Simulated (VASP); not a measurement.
# H6C2O in VASP: further runs, part 2 of 2

VASP 6.6.1. The steps go on from the part before.

### Step 3. Single point, PBE+D3(BJ)

INCAR

```
SYSTEM = H6C2O
  PREC = Accurate
  ENCUT = 520
  EDIFF = 1E-6
  ISMEAR = -1
  SIGMA = 0.02
  LREAL = Auto
  LASPH = .True.
  NELM = 100
  ALGO = Fast
  ISIF = 2
  LWAVE = .False.
  LCHARG = .False.
  GGA = PE
  IVDW = 12
  NBANDS = 64
```

KPOINTS

```
regular mesh
0
Gamma
  1 1 1
  0 0 0
```

POSCAR

```
H6C2O
1.0
    7.5290720000      0.0000000000      0.0000000000
    0.0000000000      7.5290720000      0.0000000000
    0.0000000000      0.0000000000      7.5290720000
C O H
8 4 24
Direct
    0.8115874041      0.8804537930      0.8485640727
    0.8611818296      1.0333810063      0.7202879717
    0.9514585596      0.4056276789      0.2856394520
    0.8566925645      0.2614664862      0.1987894391
    0.2711356725      0.6820893730     -0.0406158953
    0.3532440651      0.6110049153      0.1290198845
    0.5334521970      0.4380088276      0.5999809804
    0.6418055240      0.4109537005      0.7697761424
    1.0467558286      1.0545389923      0.7303157680
    0.6617548617      0.2836073290      0.2253000104
    0.5266386083      0.6857817272      0.1526881401
    0.8371815278      0.4082973307      0.7265171591
    1.0720975972      1.1787508474      0.6902975559
    0.8326125716      1.0097260326      0.5797792875
    0.7893137428      1.1578053710      0.7596952187
    0.6689669059      0.8685134104      0.8730159573
    0.8571972748      0.7486978475      0.8021971366
    0.8828578077      0.8980123978      0.9689109096
    0.6067281599      0.1848302155      0.1657043524
    0.8991015095      0.2474275714      0.0534063162
    0.8882768022      0.1329247482      0.2527270293
    1.0980503308      0.4000094567      0.2865027722
    0.9287067516      0.5415408433      0.2188450316
    0.9214548619      0.4367470520      0.4323640417
    0.6034076975      0.5803238434      0.1736734620
    0.2804462489      0.6390296175      0.2484502738
    0.3719449090      0.4610262726      0.1166013554
    0.1412126222      0.6208600476     -0.0814708639
    0.2542942875      0.8274857778     -0.0369633867
    0.3588091600      0.6504121623     -0.1482121568
    0.9004562581      0.4903791596      0.7992884116
    0.6060507855      0.5172483408      0.8553909433
    0.6232507804      0.2791977550      0.8391339597
    0.4063050533      0.3915356368      0.6385249072
    0.5277808474      0.5798058512      0.5571602981
    0.5890367365      0.3516900888      0.4949348339
```

Potentials or basis: VASP PAW PBE potentials, release 64 (C, O, H).

On the command line:

```
cat potpaw_PBE.64/C/POTCAR potpaw_PBE.64/O/POTCAR potpaw_PBE.64/H/POTCAR > POTCAR
mpirun -np 1 vasp_gam > vasp.out
```

OUTCAR:

```text
SYSTEM = H6C2O
   PREC = Accurate
   ENCUT = 520
   EDIFF = 1E-6
   ISMEAR = -1
   LREAL = Auto
   LASPH = .True.
   NELM = 100
   ISIF = 2
   GGA = PE
   IVDW = 12
 IVDW          = 12

 ion  position               nearest neighbor table
   1  0.812  0.880  0.849-  18 1.06  16 1.09  17 1.11   2 1.55
   2  0.861  0.033  0.720-  14 1.09  15 1.12   9 1.41   1 1.55
   3  0.951  0.406  0.286-  22 1.10  24 1.15  23 1.15   4 1.45
   4  0.857  0.261  0.199-  21 1.08  20 1.15   3 1.45  10 1.49
   5  0.271  0.682  0.959-  30 1.07  29 1.10  28 1.12   6 1.52
   6  0.353  0.611  0.129-  26 1.07  27 1.14  11 1.43   5 1.52
   7  0.533  0.438  0.600-  34 1.06  36 1.11  35 1.12   8 1.53
   8  0.642  0.411  0.770-  32 1.06  33 1.13  12 1.51   7 1.53
   9  0.047  0.055  0.730-  13 1.00   2 1.41
  10  0.662  0.284  0.225-  19 0.96   4 1.49
  11  0.527  0.686  0.153-  25 0.99   6 1.43
  12  0.837  0.408  0.727-  31 0.95   8 1.51
  13  0.072  0.179  0.690-   9 1.00
  14  0.833  0.010  0.580-   2 1.09
  15  0.789  0.158  0.760-   2 1.12
  16  0.669  0.869  0.873-   1 1.09
  17  0.857  0.749  0.802-   1 1.11
[... 17 lines left out ...]
  35  0.528  0.580  0.557-   7 1.12
  36  0.589  0.352  0.495-   7 1.11

  LATTYP: Found a simple cubic cell.
 ALAT       =     7.5290720000

  Lattice vectors:

 A1 = (   7.5290720000,   0.0000000000,   0.0000000000)
 A2 = (   0.0000000000,   7.5290720000,   0.0000000000)
 A3 = (   0.0000000000,   0.0000000000,   7.5290720000)

Analysis of symmetry for initial positions (statically):
=====================================================================
 Subroutine PRICEL returns:
 Original cell was already a primitive cell.

 Routine SETGRP: Setting up the symmetry group for a
 simple cubic supercell.

 Subroutine GETGRP returns: Found  1 space group operations
 (whereof  1 operations were pure point group operations)
 out of a pool of 48 trial point group operations.

The static configuration has the point symmetry C_1 .

[... 181 lines left out ...]
   GGA     = PE    functional components
   LHFCALC =     F    Hartree Fock is set to
   AEXX    =    0.0000 exact exchange contribution
   IVDW    =    12    specifies the selected vdW correction
   LEPSILON=     F    determine dielectric tensor
   LRPA    =     F    only Hartree local field effects (RPA)
 non-spin polarized calculation
 RMM-DIIS sequential band-by-band and
  energy-cutoff  :      520.00
  volume of cell :      426.80
 maximum number of plane-waves:      5730
 NGX is ok and might be reduce to    54
   NGX = 27   NGY = 27   NGZ = 27

 number of electron      79.9999986 magnetization

 Free energy of the ion-electron system (eV)
  ---------------------------------------------------
  ext. energy  EPLUGINS =         0.00000000
  ---------------------------------------------------
  free energy    TOTEN  =      -186.67492885 eV

  energy without entropy =     -186.67492885  energy(sigma->0) =     -186.67492885

 E-fermi :  -2.5115     XC(G=0):  -6.0512

 val. band max:       -3.0578315687   @ k =   0.0000   0.0000   0.0000
 cond. band min:       1.3882575733   @ k =   0.0000   0.0000   0.0000
 fundamental gap:      4.4460891420
 Fermi energy:        -2.5115486901

 k-point     1 :       0.0000    0.0000    0.0000
  band No.  band energies     occupation
      1     -22.7615      2.00000
      2     -22.6000      2.00000
      3     -22.4081      2.00000
      4     -22.3957      2.00000
      5     -16.0911      2.00000
      6     -15.9089      2.00000
[... 44 lines left out ...]
     51       4.7866      0.00000
     52       4.8705      0.00000
 [bands above 52 left out]

------------------------ aborting loop because EDIFF is reached ----------------------------------------

 Edisp (eV)   -1.27662

 E8    (eV) :    -0.2868

  FORCE on cell =-STRESS in cart. coord.  units (eV):
  Direction    XX          YY          ZZ          XY          YZ          ZX
  --------------------------------------------------------------------------------------
  -------------------------------------------------------------------------------------
  Total       1.57106    -3.16987    -0.00322     2.77328     3.95632     1.13886
  in kB       5.89764   -11.89948    -0.01208    10.41072    14.85173     4.27519
  external pressure =       -2.00 kB  Pullay stress =        0.00 kB

 VOLUME and BASIS-vectors are now :
 -----------------------------------------------------------------------------
  energy-cutoff  :      520.00
  volume of cell :      426.80
      direct lattice vectors                 reciprocal lattice vectors
     7.529072000  0.000000000  0.000000000     0.132818493  0.000000000  0.000000000
     0.000000000  7.529072000  0.000000000     0.000000000  0.132818493  0.000000000
     0.000000000  0.000000000  7.529072000     0.000000000  0.000000000  0.132818493

 POSITION                                       TOTAL-FORCE (eV/Angst)
 -----------------------------------------------------------------------------------
      6.11050      6.62900      6.38890        -0.244366     -0.045929     -1.673958
      6.48390      0.25133      5.42310        -0.954830     -0.624491      0.666932
      7.16360      3.05400      2.15060         0.802609      3.668994      1.640700
      6.45010      1.96860      1.49670        -0.872482     -1.016843     -1.296294
      2.04140      5.13550      7.22327        -0.951669      0.120851      0.125496
      2.65960      4.60030      0.97140         0.494240     -1.451741     -0.755003
[... 28 lines left out ...]
      3.97370      4.36540      4.19490         0.119693     -0.620682      0.179941
      4.43490      2.64790      3.72640        -0.370522      0.337315      0.059984
 -----------------------------------------------------------------------------------
    total drift:                                0.012753     -0.019114     -0.000892

  FREE ENERGIE OF THE ION-ELECTRON SYSTEM (eV)
  ---------------------------------------------------
  free  energy   TOTEN  =      -187.9515470657 eV

  energy  without entropy=     -187.9515470657  energy(sigma->0) =     -187.95154707
```

OSZICAR:

```text
N       E                     dE             d eps       ncg     rms          rms(c)
DAV:   1     0.566767114702E+03    0.56677E+03   -0.38701E+04   128   0.109E+03
DAV:   2    -0.126245673663E+03   -0.69301E+03   -0.64593E+03   168   0.260E+02
DAV:   3    -0.203502000373E+03   -0.77256E+02   -0.76604E+02   160   0.916E+01
DAV:   4    -0.205409790380E+03   -0.19078E+01   -0.19006E+01   168   0.163E+01
DAV:   5    -0.205459390428E+03   -0.49600E-01   -0.49561E-01   168   0.247E+00    0.235E+01
RMM:   6    -0.189344649957E+03    0.16115E+02   -0.26293E+01   149   0.149E+01    0.114E+01
RMM:   7    -0.187068155261E+03    0.22765E+01   -0.10666E+01   167   0.915E+00    0.579E+00
RMM:   8    -0.186688880279E+03    0.37927E+00   -0.79778E-01   175   0.318E+00    0.152E+00
RMM:   9    -0.186660616950E+03    0.28263E-01   -0.22748E-01   175   0.164E+00    0.466E-01
RMM:  10    -0.186676441438E+03   -0.15824E-01   -0.90321E-02   162   0.927E-01    0.465E-01
RMM:  11    -0.186673684565E+03    0.27569E-02   -0.24035E-02   164   0.530E-01    0.106E-01
RMM:  12    -0.186674827273E+03   -0.11427E-02   -0.72408E-03   171   0.287E-01    0.783E-02
RMM:  13    -0.186674954392E+03   -0.12712E-03   -0.23137E-03   178   0.141E-01    0.318E-02
RMM:  14    -0.186674934189E+03    0.20204E-04   -0.39105E-04   175   0.648E-02    0.101E-02
RMM:  15    -0.186674932567E+03    0.16219E-05   -0.94883E-05   178   0.310E-02    0.924E-03
RMM:  16    -0.186674929545E+03    0.30218E-05   -0.29663E-05   177   0.184E-02    0.502E-03
RMM:  17    -0.186674928851E+03    0.69337E-06   -0.61868E-06   163   0.787E-03
   1 F= -.18795155E+03 E0= -.18795155E+03  d E =-.155490E-11
```

stdout:

```text
POSCAR found type information on POSCAR C O H
 POSCAR found :  3 types and      36 ions
 scaLAPACK will be used
 LDA part: xc-table for (Slater+PW92), standard interpolation
 POSCAR, INCAR and KPOINTS ok, starting setup
 FFT: planning ... GRIDC
 FFT: planning ... GRID_SOFT
 FFT: planning ... GRID
 WAVECAR not read
 entering main loop
```

Run time: 50 s. Hardware: 1 thread of Intel Xeon Platinum 8488C (Sapphire Rapids), shared host; peak memory 0.4 GiB.

What came out:

* Free energy: -187.9515 eV
* Pressure: -0.2 GPa
* Largest force: 4.098 eV/Å
* Band gap on the k mesh: 4.45 eV, direct
* Dispersion energy per atom: -0.035 eV

Forces in eV/Å, atoms in the order of the input:
```
C   -0.244 -0.046 -1.674
C   -0.955 -0.624  0.667
C    0.803  3.669  1.641
C   -0.872 -1.017 -1.296
C   -0.952  0.121  0.125
C    0.494 -1.452 -0.755
C    1.547 -0.250  0.134
C    1.412 -0.764 -0.946
O    1.382  1.640 -0.033
O    1.311  0.660 -0.486
O    0.930 -0.699  0.015
O   -1.376 -0.061 -0.346
H   -0.203 -1.104  0.339
H   -0.684 -0.377 -0.187
H    0.641 -0.983 -0.170
H   -0.086  0.124  0.079
H   -0.045  0.099 -0.412
H    0.372  0.433  1.263
H   -0.294 -0.454 -0.221
H   -0.722  0.452  0.816
H    0.330 -0.713  0.584
H   -0.191 -0.614 -0.357
H   -0.063 -1.182  0.345
H   -0.218 -0.789 -1.276
H   -0.296  0.798  0.013
H   -0.803  0.126  0.569
H   -0.431  0.938  0.194
H    0.498  0.274  0.647
H   -0.076 -0.135 -0.012
H    0.590  0.001 -0.698
H    0.245  0.835  0.715
H    0.286  0.799  1.160
H   -0.538  0.860 -0.529
H   -1.540 -0.280 -0.146
H    0.120 -0.621  0.180
H   -0.371  0.337  0.060
```
